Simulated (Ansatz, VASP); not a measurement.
## CuI (Marshite) in two plane-wave programs

Aim: how closely do two programs agree when they are given the same cell, functional and k mesh?

Main program and level: Ansatz 0.2.0; plane waves, with VASP 6.6.1 beside it; relaxation of cell and atoms at PBE.

The database entry behind the starting cell differs from later determinations by our own check (about 0.15 % long (mineral sample)), so it need not match the best structure at ambient conditions.

### Step 1. The structure

It takes space group F-43m (No. 216, cubic). The conventional cell has a = 6.063 Å, b = 6.063 Å, c = 6.063 Å, α = 90.00°, β = 90.00°, γ = 90.00°. Nearest to Cu lie 4 I at 2.63 Å. I has 4 Cu at 2.63 Å nearest. Farther neighbours and most contacts between anions are not listed.

Structure file:

```cif
data_structure
_symmetry_space_group_name_H-M 'F-43m'
_symmetry_Int_Tables_number 216
_cell_length_a 6.0630
_cell_length_b 6.0630
_cell_length_c 6.0630
_cell_angle_alpha 90.000
_cell_angle_beta 90.000
_cell_angle_gamma 90.000
_cell_volume 222.88
loop_
_atom_site_label
_atom_site_type_symbol
_atom_site_symmetry_multiplicity
_atom_site_Wyckoff_symbol
_atom_site_fract_x
_atom_site_fract_y
_atom_site_fract_z
_atom_site_occupancy
Cu1 Cu 4 d 0.25000 0.25000 0.75000 1
I1 I 4 a 0.00000 0.00000 0.00000 1
```

### Step 2. Ansatz: relaxation of cell and atoms, PBE

Ansatz runs on its default PAW (the set named soft_2) files.

The relaxed volume is the usual yardstick between codes: its relative difference is about their pressure difference at one cell divided by the bulk modulus.

Input file input.yaml:

```yaml
crystal:
  lattice:
    - [0.0, 3.0315, 3.0315]
    - [3.0315, 0.0, 3.0315]
    - [3.0315, 3.0315, 0.0]
  atoms:
    - { symbol: Cu, position: [0.25, 0.25, 0.25] }
    - { symbol: I, position: [0.0, 0.0, 0.0] }
hamiltonian:
  xc: pbe
  pseudopotentials: { kind: paw }
kpoints:
  mp_grid: { grid: [8, 8, 8] }
scf:
  occupations: { method: fermi_dirac, width: 0.05 }
relax:
  f_tol: 0.01
  max_steps: 60
  cell: { stress_tol: 0.05 }
output:
  forces: true
  stress: true
```

Command:

```console
$ ansatz run input.yaml --threads 4 --pin off --max-ram 9216MiB --backend cpu --events-out ev --progress --plain --runs-dir out
```

Numbers of over 12 decimals in the logs are rounded to 6 here.

Output:

```text
Engine: ansatz 0.2.0, aarch64-unknown-linux-gnu
Pseudopotentials: kind: paw
Pseudopotential: Cu, paw, valence charge 19, recommended cutoff 420 eV (normal), Cu.paw.azcp
Pseudopotential: I, paw, valence charge 17, recommended cutoff 420 eV (normal), I.paw.azcp
Functional definition: PBE
  parameter kappa = 0.804
  parameter beta = 0.066725
  exchange = pbe_x(kappa = kappa, mu = beta*pi^2/3)
  correlation = pbe_c(beta = beta)
Crystal: 2 atoms, lattice volume = 55.719 Å³
Basis set: ecut = 420 eV, 1067 PW (Γ), exchange–correlation on 60×60×60 points (8 copies of the dense FFT grid, shifted against one another)
Bands: 22, of which v1, the nominal top of the filled ones, is band 18 counted from 1 (17 counted from 0)
Symmetry: 24 space group operations
Space group: F-43m (ITA 216), of the structure as read, at distance tolerance 3.8e-5 Å
k-points: 29 of 512 (time reversal used)
Non-local potential: Cu, projectors of the file, l = 0: 3, l = 1: 2, l = 2: 3, l = 3: 1
Non-local potential: I, projectors of the file, l = 0: 2, l = 1: 2, l = 2: 2, l = 3: 2
PAW form: soft (Blöchl's): semilocal exchange-correlation on the pseudo side does not see the compensation charge
PAW one-centre angular grid: Cu, 590 points (default); XC on 64 Gauss nodes
PAW one-centre angular grid: I, 590 points (default); XC on 64 Gauss nodes
Initial density: superposition of atomic densities (neutral atoms: chi_scale 0, normalization atom), corrected by the library's trained network
Initial wavefunctions: pseudopotential atomic-orbital guess
Functional: x = pbe(κ = 0.804, μ = 0.219515), c = pbe(β = 0.066725)
SCF iter   1: F=—  HF=-14138.365938 eV  |F-HF|=—  |Δ(HF+E_count)|=         —  Δρ=1.23e-3  dr2=6.91e-4  ethr=1.77e-3  ⟨swp⟩=6.3  Hψ=3141  notcnv=0
preconditioner: auto → none  [insulator: Δε(μ)=1.133 eV  Ē_g=8.970 eV  σ=0.050 eV  W_gap=1.00  n_scr=14 (ndim 8)  ℏωp=21.1 eV  f_vac=0.179  D(μ)=0.00/eV (n_scr^D=0)  ε∞_Penn≈6.5]
SCF iter   2: F=—  HF=-14138.366169 eV  |F-HF|=—  |Δ(HF+E_count)|=   2.32e-4  Δρ=2.14e-3  dr2=1.58e-3  ethr=1.92e-6  ⟨swp⟩=3.0  Hψ=1511  notcnv=0
SCF iter   3: F=—  HF=-14138.365825 eV  |F-HF|=—  |Δ(HF+E_count)|=   3.44e-4  Δρ=2.12e-4  dr2=2.08e-5  ethr=1.92e-6  ⟨swp⟩=2.0  Hψ=1114  notcnv=0
SCF iter   4: F=—  HF=-14138.365862 eV  |F-HF|=—  |Δ(HF+E_count)|=   3.68e-5  Δρ=6.21e-5  dr2=1.37e-6  ethr=5.78e-8  ⟨swp⟩=2.0  Hψ=899  notcnv=0
SCF iter   5: F=—  HF=-14138.365868 eV  |F-HF|=—  |Δ(HF+E_count)|=   6.00e-6  Δρ=2.27e-5  dr2=2.77e-7  ethr=3.80e-9  ⟨swp⟩=2.0  Hψ=1033  notcnv=0
SCF iter   6: F=-14138.365868 eV  HF=-14138.365868 eV  |F-HF|=7.62e-9  |Δ(HF+E_count)|=   6.85e-7  Δρ=5.91e-6  dr2=1.22e-8  ethr=2.78e-10  ⟨swp⟩=5.0  Hψ=2448  notcnv=0
SCF 1 converged in 6 iterations: F = -14138.365868 eV  dr2 = 1.22e-8
  greatest PAW one-centre occupation: 1.000 electrons in one spin orbital (limit 2), on the Cu atom at site 0 (counted from 0), in its partial waves of l = 0
relax step   1: F+E_penalty+E_count = -14138.36586844 eV  Δ(F+E_penalty+E_count) = +0.000e0 eV  max|allowed force component| = 5.320e-17 eV/Å  Δτ_max = 0.0000 Å  P = +0.315 GPa  Ω = 55.719 Å³  (6 SCF iters, dr2 threshold 1.00e-7 eV, accepted)
[...]
relax step   2: F+E_penalty+E_count = -14138.36618365 eV  Δ(F+E_penalty+E_count) = -3.152e-4 eV  max|allowed force component| = 1.590e-17 eV/Å  Δτ_max = 0.0000 Å  P = +0.021 GPa  Ω = 56.134 Å³  energy of the carried Pulay correction = -1.160e-4 eV  (5 SCF iters, dr2 threshold 2.00e-7 eV, accepted)
[...]
relax step   3: F+E_penalty+E_count = -14138.36630337 eV  Δ(F+E_penalty+E_count) = -1.197e-4 eV  max|allowed force component| = 2.082e-17 eV/Å  Δτ_max = 0.0000 Å  P = +0.019 GPa  Ω = 56.134 Å³  stress off target by 1.89e-2 GPa  SCF on the basis re-selected at this cell (its energy is not comparable with the rows above)  (8 SCF iters)
basis re-selected at this cell: Δ(F+E_penalty+E_count) = -1.197e-4 eV, ΔP = -0.002 GPa vs the last step (what re-selecting the basis moved, of the pressure what is left beyond the Pulay correction that the steps carried, after the strain that the cell walked since its last selection, with what the two solves' SCF thresholds leave and, on support functions, any second-order correction that the steps lacked; it is no m [...]
SCF converged after 8 iterations
Free energy (F): -14138.366303 eV
Harris-Foulkes:  -14138.366303 eV  (|F-HF|=2.55e-11)
Internal energy: -14138.366303 eV  (E = F + TS)
E sigma→0 (E₀):  -14138.366303 eV
Entropy (-TS):   -0.000000 eV (-0.000 meV/atom)
Fermi energy:    8.640875 eV
--- Per-component energies (eV) ---
  E_band       = -870.425927
  E_kinetic    = 489.314192
  E_local      = -7640.175516  (includes V_loc(G=0)·N_el)
  E_nonlocal   = 313.752367
  E_hartree    = 3550.247178
  E_xc         = -215.163334
  E_vxc        = -240.940621  (∫ρ·V_xc dr)
  E_paw        = -6492.466713  (= ΣΔE_a)
  E_vpaw       = -892.871058  (= ΣTr[D̂ρ^β])
  E_aug_tail   = 0.000262  (compensation charges beyond the density's cutoff)
  E_ewald      = -4143.874740
  E_smearing   = -0.000000  (= −TS)
  E_closure    = -0.000000  (closes the sum)
  Σ components = -14138.366303   (vs F -14138.366303, Δ=0.00e0)
--- Forces (eV/Å), atoms counted from 1 ---
  atom   1  Cu    -0.00000000     0.00000000     0.00000000
  atom   2  I      0.00000000    -0.00000000    -0.00000000
  max |Σ_I F_I| component: 2.54e-17 eV/Å
--- Stress (GPa, compression-positive) ---
        0.018927      -0.000000      -0.000000
       -0.000000       0.018927       0.000000
       -0.000000       0.000000       0.018927
  P = ⅓ Tr σ = 0.0189 GPa (0.189 kbar)
--- Relaxed structure (2 steps of the walk, 2 accepted, 1 SCFs on fresh bases) ---
  F+E_penalty+E_count = -14138.36630337 eV   max|allowed force component| = 2.082e-17 eV/Å   (the final SCF, on the basis selected at the relaxed cell)
  cell:  # Å, volume = 56.1337 Å³
    - [0, 3.039003, 3.039003]
    - [3.039003, 0, 3.039003]
    - [3.039003, 3.039003, 0]
  atoms:
    - { symbol: Cu, position: [0.250000, 0.250000, 0.250000] }
    - { symbol: I, position: [0, 0, 0] }
```

It took 2.5 s on 4 threads of Arm Neoverse V1, shared host; peak memory 0.38 GiB.

### Step 3. VASP: relaxation of cell and atoms, PBE

The same cell, functional, mesh and smearing now go to VASP, with its own data sets and cutoff.

Lines of VASP's logs that name or quote its potential files are left out, and so is its time.

Input file INCAR:

```
SYSTEM = CuI
PREC = Accurate
ENCUT = 520
EDIFF = 1E-06
NELM = 100
ISMEAR = -1
SIGMA = 0.05
LREAL = .FALSE.
ALGO = Normal
GGA = PE
NBANDS = 15
LORBIT = 11
LWAVE = .FALSE.
LCHARG = .FALSE.
KPAR = 2
IBRION = 2
NSW = 60
ISIF = 3
EDIFFG = -0.01
```

Input file POSCAR:

```
CuI
1.0
    0.0000000000      3.0315000000      3.0315000000
    3.0315000000      0.0000000000      3.0315000000
    3.0315000000      3.0315000000      0.0000000000
Cu I
1 1
Direct
    0.2500000000      0.2500000000      0.2500000000
    0.0000000000      0.0000000000      0.0000000000
```

Input file KPOINTS:

```
Automatic mesh
0
Gamma
8 8 8
0 0 0
```

Potentials, in the order of the species: Cu and I (PBE family, release 64).

Command:

```console
$ mpirun -np 2 vasp_std
```

Output:

```text
[banner, memory and clock lines left out]
running    2 mpi-ranks, on    1 nodes
 distrk:  each k-point on    1 cores,    2 groups
 distr:  one band on    1 cores,    1 groups

 POSCAR found type information on POSCAR CuI
 POSCAR found :  2 types and       2 ions
 LDA part: xc-table for (Slater+PW92), standard interpolation
 POSCAR, INCAR and KPOINTS ok, starting setup
 FFT: planning ... GRIDC
 FFT: planning ... GRID_SOFT
 FFT: planning ... GRID
 WAVECAR not read
 entering main loop
       N       E                     dE             d eps       ncg     rms          rms(c)
DAV:   1     0.951038095200E+02    0.95104E+02   -0.74979E+03   870   0.127E+03
DAV:   2     0.958935757315E-01   -0.95008E+02   -0.86465E+02   905   0.237E+02
DAV:   3    -0.561199594745E+01   -0.57079E+01   -0.56279E+01  1185   0.627E+01
DAV:   4    -0.577030620047E+01   -0.15831E+00   -0.15825E+00   975   0.100E+01
DAV:   5    -0.577914212307E+01   -0.88359E-02   -0.88357E-02  1378   0.267E+00    0.527E+00
DAV:   6    -0.570282629234E+01    0.76316E-01   -0.28102E+00   898   0.465E+01    0.338E+00
DAV:   7    -0.556153453477E+01    0.14129E+00   -0.66896E-01   968   0.278E+01    0.168E+00
DAV:   8    -0.556314407286E+01   -0.16095E-02   -0.36758E-02  1348   0.278E+00    0.459E-01
DAV:   9    -0.556081870307E+01    0.23254E-02   -0.92563E-03  1101   0.291E+00    0.146E-01
DAV:  10    -0.556099815535E+01   -0.17945E-03   -0.60379E-04  1059   0.166E-01    0.409E-02
DAV:  11    -0.556100178307E+01   -0.36277E-05   -0.19043E-04  1178   0.410E-01    0.332E-02
DAV:  12    -0.556100161538E+01    0.16769E-06   -0.13663E-05  1324   0.496E-02    0.245E-02
DAV:  13    -0.556099989945E+01    0.17159E-05   -0.78266E-06  1183   0.892E-02    0.474E-03
DAV:  14    -0.556100067063E+01   -0.77118E-06   -0.25298E-06  1014   0.247E-02
   1 F= -.55610007E+01 E0= -.55610006E+01  d E =-.556100E+01
 curvature:   0.00 expect dE= 0.000E+00 dE for cont linesearch  0.000E+00
 trial: gam= 0.00000 g(F)=  0.109E-44 g(S)=  0.770E-03 ort = 0.000E+00 (trialstep = 0.100E+01)
 search vector abs. value=  0.770E-03
 bond charge predicted
       N       E                     dE             d eps       ncg     rms          rms(c)
DAV:   1    -0.557677986384E+01   -0.15780E-01   -0.23306E-01   870   0.111E+01    0.954E-01
DAV:   2    -0.556727720037E+01    0.95027E-02   -0.12599E-01   870   0.110E+01    0.382E-01
DAV:   3    -0.556209222390E+01    0.51850E-02   -0.24546E-02   870   0.500E+00    0.174E-01
DAV:   4    -0.556158028974E+01    0.51193E-03   -0.16725E-03  1202   0.461E-01    0.595E-02
DAV:   5    -0.556155993519E+01    0.20355E-04   -0.37669E-05  1271   0.102E-01    0.496E-02
DAV:   6    -0.556154212136E+01    0.17814E-04   -0.15515E-05  1362   0.842E-02    0.663E-03
DAV:   7    -0.556154237959E+01   -0.25823E-06   -0.31069E-06  1089   0.275E-02
   2 F= -.55615424E+01 E0= -.55615423E+01  d E =-.541709E-03
 trial-energy change:   -0.000542  1 .order   -0.000472   -0.000770   -0.000173
 step:   1.1599(harm=  1.2904)  dis= 0.00000  next Energy=    -5.561557 (dE=-0.556E-03)
 bond charge predicted
       N       E                     dE             d eps       ncg     rms          rms(c)
DAV:   1    -0.556195164464E+01   -0.40952E-03   -0.59639E-03   884   0.177E+00    0.155E-01
DAV:   2    -0.556171524866E+01    0.23640E-03   -0.33861E-03   884   0.177E+00    0.642E-02
DAV:   3    -0.556157105326E+01    0.14420E-03   -0.66509E-04   884   0.835E-01    0.270E-02
DAV:   4    -0.556155850818E+01    0.12545E-04   -0.42034E-05  1052   0.588E-02    0.918E-03
DAV:   5    -0.556155770663E+01    0.80155E-06   -0.10666E-06   712   0.256E-02
   3 F= -.55615577E+01 E0= -.55615576E+01  d E =-.557036E-03
 curvature:  -0.51 expect dE=-0.367E-06 dE for cont linesearch -0.367E-06
 trial: gam=-0.02948 g(F)=  0.183E-44 g(S)=  0.712E-06 ort = 0.234E-04 (trialstep = 0.103E+01)
 search vector abs. value=  0.758E-09
 reached required accuracy - stopping structural energy minimisation
```

From OUTCAR (step 3):

```text
ion  position               nearest neighbor table
   1  0.250  0.250  0.250-   2 2.63   2 2.63   2 2.63   2 2.63
   2  0.000  0.000  0.000-   1 2.63   1 2.63   1 2.63   1 2.63

  LATTYP: Found a face centered cubic cell.
 ALAT       =     6.0630000000

 Subroutine GETGRP returns: Found 24 space group operations
 (whereof 24 operations were pure point group operations)

The static configuration has the point symmetry T_d .

 Found     29 irreducible k-points:

   k-points           NKPTS =     29   k-points in BZ     NKDIM =     29   number of bands    NBANDS=     15

   dimension x,y,z NGX =    32 NGY =   32 NGZ =   32
   dimension x,y,z NGXF=    64 NGYF=   64 NGZF=   64

   ENCUT  =  520.0 eV  38.22 Ry    6.18 a.u.   7.97  7.97  7.97*2*pi/ulx,y,z

   NELECT =      18.0000    total number of electrons

 k-points in reciprocal lattice and weights: Automatic mesh
   0.00000000  0.00000000  0.00000000       0.002
   0.12500000  0.00000000  0.00000000       0.016
   0.25000000  0.00000000  0.00000000       0.016
   0.37500000  0.00000000  0.00000000       0.016
   0.50000000  0.00000000  0.00000000       0.008
   0.12500000  0.12500000  0.00000000       0.012
   0.25000000  0.12500000  0.00000000       0.047
   0.37500000  0.12500000  0.00000000       0.047
   0.50000000  0.12500000  0.00000000       0.047
[...]
-0.37500000  0.50000000  0.12500000       0.023
  -0.25000000  0.50000000  0.25000000       0.012

 average (electrostatic) potential at core
       1 -65.9369       2 -92.3894

 E-fermi :   4.9392

 k-point     1 :       0.0000    0.0000    0.0000
  band No.  band energies     occupation
    ...
      5       2.5199      2.00000
      6       2.5199      2.00000
      7       4.3379      1.99999
      8       4.3379      1.99999
      9       4.3379      1.99999
     10       5.4583      0.00006
     11       9.2182      0.00000
     12       9.2182      0.00000
     13       9.2182      0.00000
     14      12.5040      0.00000
    ...

 k-point     2 :       0.1250    0.0000    0.0000
  band No.  band energies     occupation
    ...
      5       2.5140      2.00000
      6       2.5140      2.00000
      7       3.7286      2.00000
      8       4.2248      2.00000
      9       4.2248      2.00000
     10       6.1475      0.00000
     11       9.1232      0.00000
     12       9.4323      0.00000
     13       9.4323      0.00000
     14      13.2519      0.00000
    ...

 k-point     3 :       0.2500    0.0000    0.0000
  band No.  band energies     occupation
    ...
      5       2.5112      2.00000
      6       2.5112      2.00000
      7       3.0879      2.00000
      8       3.9752      2.00000
      9       3.9752      2.00000
     10       6.5962      0.00000
     11       9.7638      0.00000
     12       9.7638      0.00000
     13       9.7941      0.00000
     14      13.0516      0.00000
    ...

  Total        0.0031365      0.0031365      0.0031365      0.0000000      0.0000000      0.0000000
  in kB        0.0894114      0.0894114      0.0894114      0.0000000      0.0000000      0.0000000
  external PRESSURE =       0.0894114 kB  Pullay stress =       0.0000000 kB

  energy-cutoff  :      520.00
  volume of cell :       56.20
      direct lattice vectors                 reciprocal lattice vectors
     0.000000000  3.040250246  3.040250246    -0.164460146  0.164460146  0.164460146
     3.040250246  0.000000000  3.040250246     0.164460146 -0.164460146  0.164460146
     3.040250246  3.040250246  0.000000000     0.164460146  0.164460146 -0.164460146

 POSITION                                       TOTAL-FORCE (eV/Angst)
 -----------------------------------------------------------------------------------
      1.52013      1.52013      1.52013        -0.000000     -0.000000     -0.000000
      0.00000      0.00000      0.00000         0.000000      0.000000      0.000000
 -----------------------------------------------------------------------------------
    total drift:                                0.000001      0.000001      0.000001

  FREE ENERGIE OF THE ION-ELECTRON SYSTEM (eV)
  ---------------------------------------------------
  free  energy   TOTEN  =        -5.5615577066 eV

  energy  without entropy=       -5.5615575524  energy(sigma->0) =       -5.56155763

 reached required accuracy - stopping structural energy minimisation

 total charge
# of ion       s       p       d       tot
------------------------------------------
    1        0.324   0.256   9.335   9.914
    2        1.493   2.759   0.052   4.304
--------------------------------------------------
tot          1.817   3.014   9.387  14.218

[... 3 further parts left out ...]
```

CONTCAR:

```
CuI
   1.00000000000000
     0.0000000000000000    3.0402502464456509    3.0402502464456509
     3.0402502464456509    0.0000000000000000    3.0402502464456509
     3.0402502464456509    3.0402502464456509    0.0000000000000000
  Cu              I
     1     1
Direct
     0.2500000000000000    0.2500000000000000    0.2500000000000000
     0.0000000000000000    0.0000000000000000    0.0000000000000000
```

The gap is read on the k-mesh alone, so it is an upper bound where the band edges lie off the mesh. The run keeps the 24 symmetry operations of its start, so it cannot find a distortion of lower symmetry.

### Step 4. Comparison

Known differences besides the potentials themselves: both relaxations stop at a tolerance, which leaves soft axes loose, and VASP keeps its plane-wave basis; the data sets hold 36 valence electrons in Ansatz (default PAW (the set named soft_2) files) and 18 in VASP; the cutoff is 420 eV in Ansatz and 520 eV in VASP; VASP leaves aspherical gradient terms in its spheres out (LASPH is not set), Ansatz keeps them; Ansatz adds a Pulay correction to the stress that steers its cell, VASP none. Total energies have different zeros and are not compared.

The two programs side by side:

| quantity | Ansatz | VASP | difference |
| --- | --- | --- | --- |
| volume (Å³) | 56.13 | 56.20 | -0.12 % |
| edge a after relaxation, in the typed setting (Å) | 4.298 | 4.300 | -0.04 % |

The walks stopped with 0.02 GPa left in Ansatz and 0.01 GPa in VASP; each walk ends within a tolerance, so the volume difference is uncertain by about these residues over the bulk modulus, most in soft cells.

### Step 5. What came out

* difference in volume (relaxation of cell and atoms, PBE): -0.12 %

In words: The difference in volume is -0.12 % (relaxation of cell and atoms, PBE), within the 1.2 % picked in this series as the mark of a large difference, as far as the stopping tolerances let one tell. How closely two codes agree says nothing of how well the functional describes the real material.

[Lines on the potential files, build, host, timing and source positions are cut from VASP's logs without a mark.]

[Logs are printed without paths, hosts, clocks, repeated set-up lines and the standing remarks that a program may print on its own settings, such as how far it seeks lower states.]

[Hosts, paths, dates, database ids (printed as entryN), source tags and the programs' standing remarks are cut or masked in the printed files.]
